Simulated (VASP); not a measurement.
# ZnS (P3m1) in VASP: single point with LDA

Aim: the single point of ZnS with LDA.

All numbers are computed with VASP 6.6.1; they aren't measurements. Logs are shortened: lines on timing, memory, paths and dates and some standing lists are left out, and cuts for length are marked.

## (1) The cell of the first run

It takes space group P3m1 (No. 156, trigonal). Conventional cell: a = 3.744 Å, b = 3.744 Å, c = 24.491 Å, α = 90.00°, β = 90.00°, γ = 120.00°. Zn (site symmetry 3m) has 4 S at 2.29 Å as nearest neighbours. Zn (site symmetry 3m) has 4 S at 2.29 Å as nearest neighbours. Zn (site symmetry 3m) is surrounded by 4 S at 2.29 Å. Around Zn (site symmetry 3m) lie 4 S at 2.30 Å. Zn (site symmetry 3m) is surrounded by 4 S at 2.29 to 2.30 Å. Zn (site symmetry 3m) is surrounded by 4 S at 2.29 Å. Zn (site symmetry 3m) is surrounded by 4 S at 2.29 Å. Zn (site symmetry 3m) is surrounded by 4 S at 2.29 Å.

Measurements of this composition are mostly on another form, of space group No. 216.

## (2) Single point, LDA (relaxed again under DFT LDA, scalar-relativistic, plane waves, PAW)

INCAR reads:

```
ALGO = Fast
EDIFF = 1E-7
ENCUT = 520
GGA = CA
ISIF = 2
ISMEAR = 0
LASPH = True
LCHARG = False
LREAL = Auto
LWAVE = False
NBANDS = 86
NELM = 100
PREC = Accurate
SIGMA = 0.02
```

KPOINTS reads:

```
k-points
0
Gamma
  9 9 2
```

POSCAR reads:

```
ZnS
1.0
    3.7435167077      0.0000000000      0.0000000000
   -1.8717583539      3.2419805683      0.0000000000
    0.0000000000      0.0000000000     24.4912011079
Zn S
8 8
Direct
    0.3333333333      0.6666666667      0.1252103652
    0.0000000000      0.0000000000      0.0003569618
    0.6666666667      0.3333333333      0.6248064398
    0.6666666667      0.3333333333      0.8752333659
    0.0000000000      0.0000000000      0.7498767029
    0.3333333333      0.6666666667      0.4999130346
    0.0000000000      0.0000000000      0.3750121701
    0.6666666667      0.3333333333      0.2501111162
    0.6666666667      0.3333333333      0.3437489092
    0.6666666667      0.3333333333      0.7184353904
    0.3333333333      0.6666666667      0.2188473183
    0.0000000000      0.0000000000      0.8436958677
    0.6666666667      0.3333333333      0.9690070150
    0.0000000000      0.0000000000      0.0939454360
    0.3333333333      0.6666666667      0.5935508592
    0.0000000000      0.0000000000      0.4686500477
```

Potentials or basis: VASP PAW LDA potentials, release 64 (Zn, S).

The run is started by

```console
cat potpaw_LDA.64/Zn/POTCAR potpaw_LDA.64/S/POTCAR > POTCAR
mpirun -np 1 vasp_std > vasp.out
```

OUTCAR:

```text
EDIFF = 1E-7
   ENCUT = 520
   GGA = CA
   ISIF = 2
   ISMEAR = 0
   LASPH = True
   LREAL = Auto
   NELM = 100
   PREC = Accurate

 ion  position               nearest neighbor table
   1  0.333  0.667  0.125-  14 2.29  14 2.29  14 2.29  11 2.29
   2  0.000  0.000  0.000-  14 2.29  13 2.29  13 2.29  13 2.29
   3  0.667  0.333  0.625-  15 2.29  15 2.29  15 2.29  10 2.29
   4  0.667  0.333  0.875-  12 2.30  12 2.30  12 2.30  13 2.30
   5  0.000  0.000  0.750-  10 2.29  10 2.29  10 2.29  12 2.30
   6  0.333  0.667  0.500-  16 2.29  16 2.29  16 2.29  15 2.29
[... 8 lines left out ...]
  15  0.333  0.667  0.594-   3 2.29   3 2.29   3 2.29   6 2.29
  16  0.000  0.000  0.469-   6 2.29   6 2.29   6 2.29   7 2.29

  LATTYP: Found a hexagonal cell.
 ALAT       =     3.7435167077
 C/A-ratio  =     6.5422977965

  Lattice vectors:

 A1 = (   3.7435167077,   0.0000000000,   0.0000000000)
 A2 = (  -1.8717583539,   3.2419805683,   0.0000000000)
 A3 = (   0.0000000000,   0.0000000000,  24.4912011079)

Analysis of symmetry for initial positions (statically):
=====================================================================
 Subroutine PRICEL returns:
 Original cell was already a primitive cell.

 Routine SETGRP: Setting up the symmetry group for a
 hexagonal supercell.

 Subroutine GETGRP returns: Found  6 space group operations
 (whereof  6 operations were pure point group operations)
 out of a pool of 24 trial point group operations.

The static configuration has the point symmetry C_3v.

Analysis of symmetry for dynamics (positions and initial velocities):
=====================================================================
 Subroutine PRICEL returns:
 Original cell was already a primitive cell.

 Routine SETGRP: Setting up the symmetry group for a
 hexagonal supercell.

 Subroutine GETGRP returns: Found  6 space group operations
 (whereof  6 operations were pure point group operations)
 out of a pool of 24 trial point group operations.

The dynamic configuration has the point symmetry C_3v.

 Subroutine INISYM returns: Found  6 space group operations
 (whereof  6 operations are pure point group operations),
 and found     1 'primitive' translations

----------------------------------------------------------------------------------------

                                     Primitive cell

  volume of cell :     297.2352

  direct lattice vectors                    reciprocal lattice vectors
     3.743516708  0.000000000  0.000000000     0.267128499  0.154226711  0.000000000
    -1.871758354  3.241980568  0.000000000     0.000000000  0.308453422  0.000000000
     0.000000000  0.000000000 24.491201108     0.000000000  0.000000000  0.040830991

  length of vectors
     3.743516708  3.743516708 24.491201108     0.308453422  0.308453422  0.040830991

  position of ions in fractional coordinates (direct lattice)
     0.333333333  0.666666667  0.125210365
     0.000000000  0.000000000  0.000356962
     0.666666667  0.333333333  0.624806440
     0.666666667  0.333333333  0.875233366
     0.000000000  0.000000000  0.749876703
     0.333333333  0.666666667  0.499913035
[... 8 lines left out ...]
     0.333333333  0.666666667  0.593550859
     0.000000000  0.000000000  0.468650048

  ion indices of the primitive-cell ions
   primitive index   ion index
                 1           1
                 2           2
                 3           3
                 4           4
                 5           5
                 6           6
[... 8 lines left out ...]
                15          15
                16          16

----------------------------------------------------------------------------------------

 KPOINTS: k-points

Automatic generation of k-mesh.
 Grid dimensions read from file:
 generate k-points for:    9    9    2

 Generating k-lattice:

  Cartesian coordinates                     Fractional coordinates (reciprocal lattice)
     0.029680944  0.017136301  0.000000000     0.111111111 -0.000000000  0.000000000
     0.000000000  0.034272602  0.000000000     0.000000000  0.111111111  0.000000000
     0.000000000  0.000000000  0.020415495     0.000000000  0.000000000  0.500000000

  Length of vectors
     0.034272602  0.034272602  0.020415495

  Shift w.r.t. Gamma in fractional coordinates (k-lattice)
     0.000000000  0.000000000  0.000000000

 Subroutine IBZKPT returns following result:
 ===========================================

 Found     24 irreducible k-points:

 Following reciprocal coordinates:
            Coordinates               Weight
  0.000000  0.000000  0.000000      1.000000
  0.111111 -0.000000  0.000000      6.000000
  0.222222 -0.000000  0.000000      6.000000
  0.333333 -0.000000  0.000000      6.000000
  0.444444 -0.000000  0.000000      6.000000
  0.111111  0.111111  0.000000      6.000000
[... 16 lines left out ...]
  0.333333  0.222222  0.500000     12.000000
  0.333333  0.333333  0.500000      2.000000
   k-points           NKPTS =     24   k-points in BZ     NKDIM =     24   number of bands    NBANDS=     86
   number of dos      NEDOS =    301   number of ions     NIONS =     16
   total plane-waves  NPLWV = 150528
   dimension x,y,z NGX =    28 NGY =   28 NGZ =  192
   dimension x,y,z NGXF=    56 NGYF=   56 NGZF=  384
   ions per type =               8   8
   NGX,Y,Z   is equivalent  to a cutoff of  12.43, 12.43, 13.03 a.u.
   NGXF,Y,Z  is equivalent  to a cutoff of  24.87, 24.87, 26.07 a.u.
 SYSTEM =  unknown system
   PREC   = accura    normal or accurate (medium, high low for compatibility)
   ISTART =      0    job   : 0-new  1-cont  2-samecut
   ICHARG =      2    charge: 1-file 2-atom 10-const
   ISPIN  =      1    spin polarized calculation?
   LNONCOLLINEAR =      F non collinear calculations
   LSORBIT =      F    spin-orbit coupling
   LASPH  =      T    aspherical Exc in radial PAW
   ENCUT  =  520.0 eV  38.22 Ry    6.18 a.u.   6.96  6.96 45.54*2*pi/ulx,y,z
   NELM   =    100;   NELMIN=  2; NELMDL= -5     # of ELM steps
   EDIFF  = 0.1E-06   stopping-criterion for ELM
   LREAL  =      T    real-space projection
   EDIFFG = 0.1E-05   stopping-criterion for IOM
   NSW    =      0    number of steps for IOM
   IBRION =     -1    ionic relax: 0-MD 1-quasi-New 2-CG
   NFREE  =      0    steps in history (QN), initial steepest desc. (CG)
   ISIF   =      2    stress and relaxation
   ISYM   =      2    0-nonsym 1-usesym 2-fastsym
   POTIM  = 0.5000    time-step for ionic-motion
   TEBEG  =    0.0;   TEEND  =   0.0 temperature during run
   PSTRESS=    0.0 pullay stress
   NELECT =     144.0000    total number of electrons
   NUPDOWN=      -1.0000    fix difference up-down
   EMIN   =  10.00;   EMAX   =-10.00  energy-range for DOS
   EFERMI =   0.00;   METHOD = LEGACY
   ISMEAR =     0;   SIGMA  =   0.02  broadening in eV -4-tet -1-fermi 0-gaus
   EFERMI_NEDOS =   21; number of points for ismear=-14 and -15
   IALGO  =     68    algorithm
   IMIX   =      4    mixing-type and parameters
     AMIX     =   0.40;   BMIX     =  1.00
     AMIX_MAG =   1.60;   BMIX_MAG =  1.00
  volume/ion in A,a.u.               =      18.58       125.37
  Fermi-wavevector in a.u.,A,eV,Ry     =   1.285767  2.429747 22.493104  1.653197
  Thomas-Fermi vector in A             =   2.417882
   LORBIT       =      0    0 simple, 1 ext, 2 COOP (PROOUT), +10 PAW based schemes
   GGA     = CA    functional components
   LHFCALC =     F    Hartree Fock is set to
   AEXX    =    0.0000 exact exchange contribution
   IVDW    =     0    specifies the selected vdW correction
   LEPSILON=     F    determine dielectric tensor
   LRPA    =     F    only Hartree local field effects (RPA)
 non-spin polarized calculation
 RMM-DIIS sequential band-by-band and
 Gauss-broadening in eV      SIGMA  =   0.02
  energy-cutoff  :      520.00
  volume of cell :      297.24
 maximum number of plane-waves:      8049
 NGX is ok and might be reduce to    28
   NGX = 13   NGY = 13   NGZ = 91

 number of electron     143.9999984 magnetization

 Free energy of the ion-electron system (eV)
  ---------------------------------------------------
  ext. energy  EPLUGINS =         0.00000000
  ---------------------------------------------------
  free energy    TOTEN  =       -65.65611852 eV

  energy without entropy =      -65.65611852  energy(sigma->0) =      -65.65611852

 E-fermi :   2.6132     XC(G=0): -10.3147

 val. band max:        2.5190179608   @ k =   0.0000   0.0000   0.0000
 cond. band min:       4.6941110939   @ k =   0.0000   0.0000   0.0000
 fundamental gap:      2.1750931330
 Fermi energy:         2.6132336429

 k-point     1 :       0.0000    0.0000    0.0000
  band No.  band energies     occupation
      1     -11.0375      2.00000
      2     -10.9080      2.00000
      3     -10.9012      2.00000
      4     -10.5565      2.00000
      5     -10.5562      2.00000
      6     -10.1587      2.00000
[... 76 lines left out ...]
     83       8.6865      0.00000
     84       8.7147      0.00000

 k-point     2 :       0.1111   -0.0000    0.0000
  band No.  band energies     occupation
      1     -10.9437      2.00000
      2     -10.8182      2.00000
      3     -10.8114      2.00000
      4     -10.4792      2.00000
      5     -10.4771      2.00000
      6     -10.0970      2.00000
[... 1903 lines left out ...]
     83       8.3113      0.00000
     84       8.4233      0.00000

 k-point    24 :       0.3333    0.3333    0.5000
  band No.  band energies     occupation
      1      -9.7033      2.00000
      2      -9.7031      2.00000
      3      -9.7029      2.00000
      4      -9.7027      2.00000
      5      -9.7023      2.00000
      6      -9.7020      2.00000
[... 76 lines left out ...]
     83       8.8437      0.00000
     84       8.8696      0.00000
 [bands above 84 left out]

------------------------ aborting loop because EDIFF is reached ----------------------------------------

  FORCE on cell =-STRESS in cart. coord.  units (eV):
  Direction    XX          YY          ZZ          XY          YZ          ZX
  --------------------------------------------------------------------------------------
  -------------------------------------------------------------------------------------
  Total        0.5441362      0.5441362      0.5464607     -0.0000000      0.0000000     -0.0000000
  in kB        2.9330395      2.9330395      2.9455691     -0.0000000      0.0000000     -0.0000000
  external PRESSURE =       2.9372160 kB  Pullay stress =       0.0000000 kB

 VOLUME and BASIS-vectors are now :
 -----------------------------------------------------------------------------
  energy-cutoff  :      520.00
  volume of cell :      297.24
      direct lattice vectors                 reciprocal lattice vectors
     3.743516708  0.000000000  0.000000000     0.267128499  0.154226711  0.000000000
    -1.871758354  3.241980568  0.000000000     0.000000000  0.308453422  0.000000000
     0.000000000  0.000000000 24.491201108     0.000000000  0.000000000  0.040830991

 POSITION                                       TOTAL-FORCE (eV/Angst)
 -----------------------------------------------------------------------------------
     -0.00000      2.16132      3.06655        -0.000000     -0.000000     -0.000885
      0.00000      0.00000      0.00874        -0.000000     -0.000000     -0.003515
      1.87176      1.08066     15.30226         0.000000     -0.000000      0.000679
      1.87176      1.08066     21.43552        -0.000000      0.000000     -0.002389
      0.00000      0.00000     18.36538         0.000000     -0.000000     -0.000012
     -0.00000      2.16132     12.24347        -0.000000      0.000000     -0.000348
[... 8 lines left out ...]
     -0.00000      2.16132     14.53677        -0.000000     -0.000000     -0.000756
      0.00000      0.00000     11.47780        -0.000000     -0.000000      0.001057
 -----------------------------------------------------------------------------------
    total drift:                               -0.000006     -0.000003      0.003871

  FREE ENERGIE OF THE ION-ELECTRON SYSTEM (eV)
  ---------------------------------------------------
  free  energy   TOTEN  =       -65.6561185161 eV

  energy  without entropy=      -65.6561185161  energy(sigma->0) =      -65.65611852
```

It took 9 min on 1 thread of Intel Xeon 6975P-C (Granite Rapids), shared host; peak memory 0.53 GiB.

Results:

| Item | Value |
| --- | --- |
| Free energy | -65.6561 eV |
| Pressure | 0.3 GPa |
| Largest force | 0.004 eV/Å |
| Band gap on the k mesh | 2.18 eV, direct |

Forces on the atoms (eV/Å):
```
Zn   0.000  0.000 -0.001
Zn   0.000  0.000 -0.004
Zn   0.000  0.000  0.001
Zn   0.000  0.000 -0.002
Zn   0.000  0.000  0.000
Zn   0.000  0.000  0.000
Zn   0.000  0.000 -0.001
Zn   0.000  0.000  0.000
S    0.000  0.000  0.000
S    0.000  0.000 -0.001
S    0.000  0.000 -0.001
S    0.000  0.000  0.002
S    0.000  0.000  0.004
S    0.000  0.000  0.002
S    0.000  0.000 -0.001
S    0.000  0.000  0.001
```

Levels at points of the mesh, in eV from the valence-band top:
```csv
k point,band 69,band 70,band 71,band 72,band 73,band 74,band 75,band 76
"(0.00, 0.00, 0.00)",-0.16,-0.03,0.00,0.00,2.18,3.00,3.06,3.13
"(0.00, 0.00, 0.50)",-0.05,-0.05,-0.04,-0.04,2.46,2.51,3.13,3.26
```

Caveat: an odd mesh through Γ misses points on the zone boundary, where band edges often lie.
